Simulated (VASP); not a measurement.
# Ti3Al (Fm-3m) in VASP: a series of runs

The runs below take Ti3Al through relaxation of cell and atoms, single point, with PBEsol.

Program: VASP 6.6.1. These are calculated values, not measurements. Logs are shortened: lines on timing, memory, paths and dates and some standing lists are left out, and cuts for length are marked.

**1. The crystal as given**

It takes space group Fm-3m (No. 225, cubic). Conventional cell: a = 6.464 Å, b = 6.464 Å, c = 6.464 Å, α = 90.00°, β = 90.00°, γ = 90.00°. Ti (site symmetry -43m) has 4 Ti at 2.80 Å and 4 Al at 2.80 Å as nearest neighbours. Ti (site symmetry m-3m) is surrounded by 8 Ti at 2.80 Å. Al (site symmetry m-3m) has 8 Ti at 2.80 Å as nearest neighbours.

The cell comes from a database or a generator and needn't be the stable form of this composition.

**2. Relaxation of cell and atoms, PBEsol**

The input, INCAR:

```
PREC = Accurate
ENCUT = 300
EDIFF = 1E-7
ISMEAR = 0
SIGMA = 0.1
LREAL = False
LASPH = True
NELM = 100
ALGO = Fast
ISIF = 3
LWAVE = False
LCHARG = False
GGA = PS
IBRION = 2
NSW = 90
EDIFFG = -0.005
```

The input, KPOINTS:

```
regular mesh
0
Gamma
  12 12 12
```

The input, POSCAR:

```
Ti3Al
1.0
    0.0000000000      3.2317810000      3.2317810000
    3.2317810000      0.0000000000      3.2317810000
    3.2317810000      3.2317810000      0.0000000000
Ti Al
3 1
Direct
    0.7500000000      0.7500000000      0.7500000000
    0.2500000000      0.2500000000      0.2500000000
    0.0000000000      0.0000000000      0.0000000000
    0.5000000000      0.5000000000      0.5000000000
```

Potentials or basis: VASP PAW PBE potentials, release 64 (Ti_sv, Al).

Started as:

```console
$ cat potpaw_PBE.64/Ti_sv/POTCAR potpaw_PBE.64/Al/POTCAR > POTCAR
$ mpirun -np 1 vasp_std > vasp.out
```

OUTCAR:

```text
PREC = Accurate
   ENCUT = 300
   EDIFF = 1E-7
   ISMEAR = 0
   LREAL = False
   LASPH = True
   NELM = 100
   ISIF = 3
   GGA = PS
   IBRION = 2
   NSW = 90
   EDIFFG = -0.005

 ion  position               nearest neighbor table
   1  0.750  0.750  0.750-   4 2.80   4 2.80   4 2.80   3 2.80   4 2.80   3 2.80   3 2.80   3 2.80

   2  0.250  0.250  0.250-   3 2.80   3 2.80   3 2.80   3 2.80   4 2.80   4 2.80   4 2.80   4 2.80

   3  0.000  0.000  0.000-   1 2.80   1 2.80   1 2.80   1 2.80   2 2.80   2 2.80   2 2.80   2 2.80

   4  0.500  0.500  0.500-   2 2.80   2 2.80   2 2.80   1 2.80   2 2.80   1 2.80   1 2.80   1 2.80

  LATTYP: Found a face centered cubic cell.
 ALAT       =     6.4635620000

  Lattice vectors:

 A1 = (   0.0000000000,   3.2317810000,   3.2317810000)
 A2 = (   3.2317810000,   0.0000000000,   3.2317810000)
 A3 = (   3.2317810000,   3.2317810000,   0.0000000000)

Analysis of symmetry for initial positions (statically):
=====================================================================
 Subroutine PRICEL returns:
 Original cell was already a primitive cell.

 Routine SETGRP: Setting up the symmetry group for a
 face centered cubic supercell.

 Subroutine GETGRP returns: Found 48 space group operations
 (whereof 48 operations were pure point group operations)
 out of a pool of 48 trial point group operations.

The static configuration has the point symmetry O_h .

Analysis of symmetry for dynamics (positions and initial velocities):
=====================================================================
 Subroutine PRICEL returns:
 Original cell was already a primitive cell.

 Routine SETGRP: Setting up the symmetry group for a
 face centered cubic supercell.

 Subroutine GETGRP returns: Found 48 space group operations
 (whereof 48 operations were pure point group operations)
 out of a pool of 48 trial point group operations.

The dynamic configuration has the point symmetry O_h .

 Subroutine INISYM returns: Found 48 space group operations
 (whereof 48 operations are pure point group operations),
 and found     1 'primitive' translations

----------------------------------------------------------------------------------------

                                     Primitive cell

  volume of cell :      67.5081

  direct lattice vectors                    reciprocal lattice vectors
     0.000000000  3.231781000  3.231781000    -0.154713454  0.154713454  0.154713454
     3.231781000  0.000000000  3.231781000     0.154713454 -0.154713454  0.154713454
     3.231781000  3.231781000  0.000000000     0.154713454  0.154713454 -0.154713454

  length of vectors
     4.570428521  4.570428521  4.570428521     0.267971562  0.267971562  0.267971562

  position of ions in fractional coordinates (direct lattice)
     0.750000000  0.750000000  0.750000000
     0.250000000  0.250000000  0.250000000
     0.000000000  0.000000000  0.000000000
     0.500000000  0.500000000  0.500000000

  ion indices of the primitive-cell ions
   primitive index   ion index
                 1           1
                 2           2
                 3           3
                 4           4

----------------------------------------------------------------------------------------

 KPOINTS: regular mesh

Automatic generation of k-mesh.
 Grid dimensions read from file:
 generate k-points for:   12   12   12

 Generating k-lattice:

  Cartesian coordinates                     Fractional coordinates (reciprocal lattice)
    -0.012892788  0.012892788  0.012892788     0.083333333  0.000000000  0.000000000
     0.012892788 -0.012892788  0.012892788     0.000000000  0.083333333  0.000000000
     0.012892788  0.012892788 -0.012892788     0.000000000  0.000000000  0.083333333

  Length of vectors
     0.022330964  0.022330964  0.022330964

  Shift w.r.t. Gamma in fractional coordinates (k-lattice)
     0.000000000  0.000000000  0.000000000

 Subroutine IBZKPT returns following result:
 ===========================================

 Found     72 irreducible k-points:

 Following reciprocal coordinates:
            Coordinates               Weight
  0.000000  0.000000  0.000000      1.000000
  0.083333  0.000000  0.000000      8.000000
  0.166667  0.000000  0.000000      8.000000
  0.250000  0.000000  0.000000      8.000000
  0.333333  0.000000  0.000000      8.000000
  0.416667  0.000000  0.000000      8.000000
[... 16 lines left out ...]
  0.500000  0.166667  0.000000     24.000000
 -0.416667  0.166667  0.000000     24.000000
 [... further k-points ...]
   k-points           NKPTS =     72   k-points in BZ     NKDIM =     72   number of bands    NBANDS=     23
   number of dos      NEDOS =    301   number of ions     NIONS =      4
   total plane-waves  NPLWV =  21952
   dimension x,y,z NGX =    28 NGY =   28 NGZ =   28
   dimension x,y,z NGXF=    56 NGYF=   56 NGZF=   56
   ions per type =               3   1
   NGX,Y,Z   is equivalent  to a cutoff of  10.18, 10.18, 10.18 a.u.
   NGXF,Y,Z  is equivalent  to a cutoff of  20.37, 20.37, 20.37 a.u.
 SYSTEM =  unknown system
   PREC   = accura    normal or accurate (medium, high low for compatibility)
   ISTART =      0    job   : 0-new  1-cont  2-samecut
   ICHARG =      2    charge: 1-file 2-atom 10-const
   ISPIN  =      1    spin polarized calculation?
   LNONCOLLINEAR =      F non collinear calculations
   LSORBIT =      F    spin-orbit coupling
   LASPH  =      T    aspherical Exc in radial PAW
   ENCUT  =  300.0 eV  22.05 Ry    4.70 a.u.   6.45  6.45  6.45*2*pi/ulx,y,z
   NELM   =    100;   NELMIN=  2; NELMDL= -5     # of ELM steps
   EDIFF  = 0.1E-06   stopping-criterion for ELM
   LREAL  =      F    real-space projection
   EDIFFG = -.5E-02   stopping-criterion for IOM
   NSW    =     90    number of steps for IOM
   IBRION =      2    ionic relax: 0-MD 1-quasi-New 2-CG
   NFREE  =      1    steps in history (QN), initial steepest desc. (CG)
   ISIF   =      3    stress and relaxation
   ISYM   =      2    0-nonsym 1-usesym 2-fastsym
   POTIM  = 0.5000    time-step for ionic-motion
   TEBEG  =    0.0;   TEEND  =   0.0 temperature during run
   PSTRESS=    0.0 pullay stress
   NELECT =      39.0000    total number of electrons
   NUPDOWN=      -1.0000    fix difference up-down
   EMIN   =  10.00;   EMAX   =-10.00  energy-range for DOS
   EFERMI =   0.00;   METHOD = LEGACY
   ISMEAR =     0;   SIGMA  =   0.10  broadening in eV -4-tet -1-fermi 0-gaus
   EFERMI_NEDOS =   21; number of points for ismear=-14 and -15
   IALGO  =     68    algorithm
   IMIX   =      4    mixing-type and parameters
     AMIX     =   0.40;   BMIX     =  1.00
     AMIX_MAG =   1.60;   BMIX_MAG =  1.00
  volume/ion in A,a.u.               =      16.88       113.89
  Fermi-wavevector in a.u.,A,eV,Ry     =   1.363466  2.576578 25.293784  1.859041
  Thomas-Fermi vector in A             =   2.489867
   LORBIT       =      0    0 simple, 1 ext, 2 COOP (PROOUT), +10 PAW based schemes
   GGA     = PS    functional components
   LHFCALC =     F    Hartree Fock is set to
   AEXX    =    0.0000 exact exchange contribution
   IVDW    =     0    specifies the selected vdW correction
   LEPSILON=     F    determine dielectric tensor
   LRPA    =     F    only Hartree local field effects (RPA)
 conjugate gradient relaxation of ions
 non-spin polarized calculation
 RMM-DIIS sequential band-by-band and
 Gauss-broadening in eV      SIGMA  =   0.10
  energy-cutoff  :      300.00
  volume of cell :       67.51
 maximum number of plane-waves:       821
 NGX is ok and might be reduce to    28
   NGX = 13   NGY = 13   NGZ = 13

--------------------------------------- Ionic step        1  -------------------------------------------

 number of electron      38.9999981 magnetization

 Free energy of the ion-electron system (eV)
  ---------------------------------------------------
  ext. energy  EPLUGINS =         0.00000000
  ---------------------------------------------------
  free energy    TOTEN  =       -29.60820887 eV

  energy without entropy =      -29.56437948  energy(sigma->0) =      -29.58629417

------------------------ aborting loop because EDIFF is reached ----------------------------------------

  FORCE on cell =-STRESS in cart. coord.  units (eV):
  Direction    XX          YY          ZZ          XY          YZ          ZX
  --------------------------------------------------------------------------------------
  -------------------------------------------------------------------------------------
  Total       -2.0949498     -2.0949498     -2.0949498     -0.0000000     -0.0000000      0.0000000
  in kB      -49.7196929    -49.7196929    -49.7196929     -0.0000000     -0.0000000      0.0000000
  external PRESSURE =     -49.7196929 kB  Pullay stress =       0.0000000 kB
[... 61 lines left out ...]
  energy  without entropy=      -29.5914551370  energy(sigma->0) =      -29.61187772

--------------------------------------- Ionic step        3  -------------------------------------------

 number of electron      38.9999980 magnetization

 Free energy of the ion-electron system (eV)
  ---------------------------------------------------
  ext. energy  EPLUGINS =         0.00000000
  ---------------------------------------------------
  free energy    TOTEN  =       -29.65623908 eV

  energy without entropy =      -29.61414442  energy(sigma->0) =      -29.63519175

 E-fermi :   8.4502     XC(G=0): -11.5851

 val. band max:        8.4490756369   @ k =  -0.2500   0.3333   0.0833
 cond. band min:       8.4583723156   @ k =   0.4167   0.3333   0.0833
 fundamental gap:      0.0092966787
 Fermi energy:         8.4501902743

 k-point     1 :       0.0000    0.0000    0.0000
  band No.  band energies     occupation
      1     -47.7954      2.00000
      2     -47.7107      2.00000
      3     -47.4712      2.00000
      4     -24.2239      2.00000
      5     -24.2239      2.00000
      6     -24.2239      2.00000
[... 613 lines left out ...]
     22       9.3273      0.00000
     23       9.4204      0.00000

 [... further k-points ...]
[... 5 lines left out ...]
  --------------------------------------------------------------------------------------
  -------------------------------------------------------------------------------------
  Total       -0.0058977     -0.0058977     -0.0058977     -0.0000000      0.0000000     -0.0000000
  in kB       -0.1464483     -0.1464483     -0.1464483     -0.0000000      0.0000000     -0.0000000
  external PRESSURE =      -0.1464483 kB  Pullay stress =       0.0000000 kB
[... 19 lines left out ...]
  FREE ENERGIE OF THE ION-ELECTRON SYSTEM (eV)
  ---------------------------------------------------
  free  energy   TOTEN  =       -29.6562390782 eV

  energy  without entropy=      -29.6141444160  energy(sigma->0) =      -29.63519175

 reached required accuracy - stopping structural energy minimisation
```

It took 14 min on 1 thread of AMD EPYC 7R13 (Zen 3), shared host; peak memory 0.16 GiB.

The run converged, but some of its settings lie outside the range that counts as converged, so its numbers aren't taken as properties of the crystal.

Results:

```
Free energy                            : -29.6562 eV
Relaxed volume                         : 16.13 Å³/atom
Relaxed cell                           : a = 4.502 Å, b = 4.502 Å, c = 4.502 Å, α = 60.00°, β = 60.00°, γ = 60.00°
Space group after relaxing (to 0.05 Å) : Fm-3m (No. 225)
Energy gained by relaxing              : 12.0 meV/atom
Ionic steps                            : 3
Band gap on the k mesh                 : none (metal or under the smearing width)
```

Caveat: the cutoff is under 1.25 times the usual one of these potentials, so pressure, stress and relaxed cells hold a basis-set (Pulay) error; the PAW data sets were made with another functional, which shifts forces and pressure a little.

**3. Relaxation of cell and atoms, PBEsol**

Changes to INCAR since step 2:

```diff
@@ -1,3 +1,3 @@
 PREC = Accurate
-ENCUT = 300
+ENCUT = 600
 EDIFF = 1E-7
```

The input, KPOINTS:

```
regular mesh
0
Gamma
  4 4 4
```

POSCAR is that of step 2.

Potentials or basis: VASP PAW PBE potentials, release 64 (Ti_sv, Al).

Started as:

```console
$ cat potpaw_PBE.64/Ti_sv/POTCAR potpaw_PBE.64/Al/POTCAR > POTCAR
$ mpirun -np 1 vasp_std > vasp.out
```

Wall time 4.8 min (1 thread of AMD EPYC 7R13 (Zen 3), shared host); peak memory 0.22 GiB.

Results (log left out):

| Quantity | Value |
| --- | --- |
| Free energy | -29.6486 eV |
| Relaxed volume | 16.17 Å³/atom |
| Relaxed cell | a = 4.505 Å, b = 4.505 Å, c = 4.505 Å, α = 60.00°, β = 60.00°, γ = 60.00° |
| Space group after relaxing (to 0.05 Å) | Fm-3m (No. 225) |
| Energy gained by relaxing | 10.8 meV/atom |
| Ionic steps | 3 |
| Pressure after relaxing | 0.0 GPa |
| Band gap on the k mesh | none (metal or under the smearing width) |

Step by step:
```
step  energy change (eV)  largest force (eV/Å)  pressure (GPa)  volume (Å³)
   1              0.0000                0.0000           -4.72        67.51
   2             -0.0218                0.0000            3.76        62.77
   3             -0.0434                0.0000           -0.02        64.67
```

Final structure:
```
Ti Al
1.0
     0.00000    3.18580    3.18580
     3.18580    0.00000    3.18580
     3.18580    3.18580    0.00000
Ti Al
3 1
Direct
  0.75000 0.75000 0.75000
  0.25000 0.25000 0.25000
  0.00000 0.00000 0.00000
  0.50000 0.50000 0.50000
```

Levels at points of the mesh, in eV from the Fermi level:
```csv
k point,band 15,band 16,band 17,band 18,band 19,band 20,band 21,band 22,band 23
"(0.00, 0.00, 0.00)",-1.71,-1.71,-1.71,-1.71,0.05,0.05,0.05,2.41,2.41
"(0.50, 0.00, 0.00)",-1.90,-1.90,-0.36,-0.30,-0.30,0.00,0.00,0.89,1.09
"(0.50, 0.50, 0.00)",-1.98,-1.97,-0.53,-0.53,-0.08,-0.08,-0.08,1.15,1.32
```

Caveat: the k mesh is coarse (spacing up to 0.42 Å⁻¹), so the values aren't converged; the PAW data sets were made with another functional, which shifts forces and pressure a little.

**4. Single point, PBEsol**

The input, INCAR:

```
  PREC = Accurate
  ENCUT = 520
  EDIFF = 1E-6
  ISMEAR = 0
  SIGMA = 0.1
  LREAL = F
  LASPH = T
  NELM = 100
  ALGO = Fast
  ISIF = 2
  LWAVE = F
  LCHARG = T
  GGA = PS
  LELF = T
  LVHAR = T
  NBANDS = 28
```

The input, KPOINTS:

```
regular mesh
0
Gamma
  12 12 12
```

POSCAR is that of step 3.

Started as:

```console
$ cat potpaw_PBE.64/Ti_sv/POTCAR potpaw_PBE.64/Al/POTCAR > POTCAR
$ mpirun -np 1 vasp_std > vasp.out
```

Run time: 9.8 min. Hardware: 1 thread of AMD EPYC 7R13 (Zen 3), shared host; peak memory 0.25 GiB.

Results (log left out):

* Free energy: -29.6531 eV
* Pressure: -4.8 GPa
* Band gap on the k mesh: none (metal or under the smearing width)

Levels at points of the mesh, in eV from the Fermi level:
```tsv
k point	band 17	band 18	band 19	band 20	band 21	band 22
(0.00, 0.00, 0.00)	-1.62	-1.62	0.02	0.02	0.02	2.25
(0.50, 0.00, 0.00)	-0.37	-0.30	-0.30	-0.05	-0.05	0.78
(0.50, 0.50, 0.00)	-0.60	-0.60	-0.09	-0.09	-0.09	1.14
```

Caveat: the PAW data sets were made with another functional, which shifts forces and pressure a little.
